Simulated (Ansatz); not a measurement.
# ZrO2: the cost of one run

Computed with Ansatz 0.2.0 (DFT PBEsol, frozen-core PAW, scalar-relativistic unless said, unless a step's input says otherwise).

The COD entry's cell or inner coordinates are ideal or old and differ from later refinements, so a difference from it is no clean test against experiment.

### Step 1. The structure to begin with

The structure is cubic, space group Fm-3m (No. 225). The conventional cell has a = 5.070 Å, b = 5.070 Å, c = 5.070 Å, α = 90.00°, β = 90.00°, γ = 90.00°. Zr (site symmetry m-3m) has 8 O at 2.20 Å as nearest neighbours. O (site symmetry -43m) is surrounded by 4 Zr at 2.20 Å.

Structure file:

```
Zr O
1.0
     0.00000    2.53500    2.53500
     2.53500    0.00000    2.53500
     2.53500    2.53500    0.00000
Zr O
1 2
Direct
  0.00000 0.00000 0.00000
  0.25000 0.25000 0.25000
  0.75000 0.75000 0.75000
```

Cartesian axes are those of the input's lattice vectors. The structure goes back to a database entry.

### Step 2. Cell and atoms relaxed, PAW

The input, input.yaml:

```yaml
crystal:
  lattice:
    - [0.0, 2.535, 2.535]
    - [2.535, 0.0, 2.535]
    - [2.535, 2.535, 0.0]
  atoms:
    - { symbol: Zr, position: [0.0, 0.0, 0.0] }
    - { symbol: O, position: [0.25, 0.25, 0.25] }
    - { symbol: O, position: [0.75, 0.75, 0.75] }
kpoints:
  mp_grid: { grid: [12, 12, 12] }
scf:
  occupations: { method: fermi_dirac, width: 0.1 }
hamiltonian:
  xc: pbesol
  pseudopotentials: { kind: paw }
relax:
  f_tol: 0.002
  max_steps: 80
  cell: {}
output:
  forces: true
  stress: true
  write_density: true
  write_potential: true
  elf: true
  volumetric_format: npy
```

Started as:

```bash
$ ansatz run input.yaml --threads 2 --pin off --max-ram 6144MiB --backend cpu --events-out ev --progress --plain --runs-dir out
```

Q: Estimate wall time and peak memory on 2 threads of Arm Neoverse V1, shared host.

About 4.7 s, with a peak of 0.34 GiB.
